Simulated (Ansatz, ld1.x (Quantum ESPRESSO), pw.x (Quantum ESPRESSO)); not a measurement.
From atom to crystal: TM potential for boron

* Element: B
* Generator: ld1.x (Quantum ESPRESSO) 7.5
* Type: norm-conserving Troullier–Martins (Kleinman–Bylander form)
* Functional: PBE
* Relativity: scalar-relativistic
* Frozen core: [He]
* Valence charge: 3
* Reference configuration: 2s2 2p1
* Partial waves: 2p (bound): rc 3.10 bohr; 3d channel at 0.1 Ry: rc 2.85 bohr; 2s (bound): rc 1.00 bohr
* Local potential: the s channel
* Core correction: a·sin(br)/r model core inside 0.90 bohr

Crystal test: diamond B in pw.x 7.5, no spin, 11³ k-points, Fermi–Dirac smearing 0.01 Ry, cutoffs 170/680 Ry. The reference is all-electron LAPW (Ansatz 0.2.0) with the same functional, mesh and smearing; V0 and B0 come from Birch–Murnaghan fits to the pressures at five volumes. Errors are pseudo minus all-electron; Δ is the rms difference of the E(V) curves that follow from these fits, minima aligned, over ±6 % about the mean V0. Mesh and smearing are coarse, so the numbers serve the comparison and aren't converged zero-temperature values; the lattice is a test structure that the element need not adopt.

```json
{"V (Å³/atom)": "7.899", "P all-electron (GPa)": "10.02", "P pseudo (GPa)": "-20.47"}
{"V (Å³/atom)": "8.107", "P all-electron (GPa)": "4.78", "P pseudo (GPa)": "-23.13"}
{"V (Å³/atom)": "8.315", "P all-electron (GPa)": "0.11", "P pseudo (GPa)": "-25.44"}
{"V (Å³/atom)": "8.523", "P all-electron (GPa)": "-4.05", "P pseudo (GPa)": "-27.44"}
{"V (Å³/atom)": "8.731", "P all-electron (GPa)": "-7.77", "P pseudo (GPa)": "-29.18"}
```

All-electron: a0 = 4.053 Å (V0 = 8.32 Å³/atom), B0 = 175.9 GPa.

Pseudopotential: mean pressure error (GPa): -25.75. The pressure does not cross zero within the volumes sampled, so no fit is given. The largest radius (3.10 bohr) exceeds half the bond length (1.66 bohr), so the spheres overlap, which is one possible source of error among others. This is a poor potential for the solid. Atomic configuration tests: 1 of 7 tests not solved or not reliable.

At the middle volume, how do free energy and pressure move when the wave cutoff is lowered (ecutrho kept at four times it)?

```json
{"cutoff (Ry)": "76", "shift of F (meV/atom)": "+21.1", "shift of P (GPa)": "-0.66"}
{"cutoff (Ry)": "102", "shift of F (meV/atom)": "+16.9", "shift of P (GPa)": "-0.13"}
{"cutoff (Ry)": "136", "shift of F (meV/atom)": "+4.9", "shift of P (GPa)": "-0.51"}
```

Input at the middle volume:

```
&control
  calculation='scf', prefix='x', pseudo_dir='./', outdir='./tmp', tstress=.true., disk_io='none'
/
&system
  ibrav=0, nat=2, ntyp=1, ecutwfc=170, ecutrho=680, nbnd=10,
  occupations='smearing', smearing='fd', degauss=0.01
/
&electrons
  conv_thr=1e-09, mixing_beta=0.4, electron_maxstep=70
/
ATOMIC_SPECIES
B 1.0 B.UPF
CELL_PARAMETERS angstrom
  0.00000000 2.02591281 2.02591281
  2.02591281 0.00000000 2.02591281
  2.02591281 2.02591281 0.00000000
ATOMIC_POSITIONS crystal
B 0.0000 0.0000 0.0000
B 0.2500 0.2500 0.2500
K_POINTS automatic
11 11 11 0 0 0
```

```bash
pw.x < B.scf.in > B.scf.out
```

Lines of the output:

```
Message from routine setup:
     using ibrav=0 with symmetry is DISCOURAGED, use correct ibrav instead
     lattice parameter (alat)  =       5.4142  a.u.
     unit-cell volume          =     112.2248 (a.u.)^3
     number of electrons       =         6.00
     number of Kohn-Sham states=           10
     kinetic-energy cutoff     =     170.0000  Ry
     charge density cutoff     =     680.0000  Ry
     scf convergence threshold =      1.0E-09
     Exchange-correlation= PBE
     number of k points=    56  Fermi-Dirac smearing, width (Ry)=  0.0100
     iteration #  1     ecut=   170.00 Ry     beta= 0.40
     total energy              =     -11.49729022 Ry
     estimated scf accuracy    <       0.03698807 Ry
     iteration #  2     ecut=   170.00 Ry     beta= 0.40
     total energy              =     -11.49536477 Ry
     estimated scf accuracy    <       0.01099098 Ry
     iteration #  3     ecut=   170.00 Ry     beta= 0.40
     total energy              =     -11.49576325 Ry
     estimated scf accuracy    <       0.00005549 Ry
     iteration #  4     ecut=   170.00 Ry     beta= 0.40
     total energy              =     -11.49576544 Ry
     estimated scf accuracy    <       0.00000198 Ry
     iteration #  5     ecut=   170.00 Ry     beta= 0.40
     total energy              =     -11.49576562 Ry
     estimated scf accuracy    <       0.00000004 Ry
     iteration #  6     ecut=   170.00 Ry     beta= 0.40
     total energy              =     -11.49576562 Ry
     estimated scf accuracy    <       0.00000001 Ry
     iteration #  7     ecut=   170.00 Ry     beta= 0.40
     the Fermi energy is     6.1948 ev
!    total energy              =     -11.49576562 Ry
     estimated scf accuracy    <          1.7E-10 Ry
     smearing contrib. (-TS)   =      -0.00457883 Ry
     The total energy is F=E-TS. E is the sum of the following terms:
     one-electron contribution =       5.17642125 Ry
     hartree contribution      =       0.57555563 Ry
     xc contribution           =      -4.57966860 Ry
     ewald contribution        =     -12.66349507 Ry
     convergence has been achieved in   7 iterations
          total   stress  (Ry/bohr**3)                   (kbar)     P=     -254.39
     Message from routine punch:
     Nothing written, as per user request (disk_io='none')
```

The run at the middle volume (56 k-points, 7 iterations) took about 24 s on one core of a shared host (Neoverse-V2, 96 threads, 742 GiB, load 42).
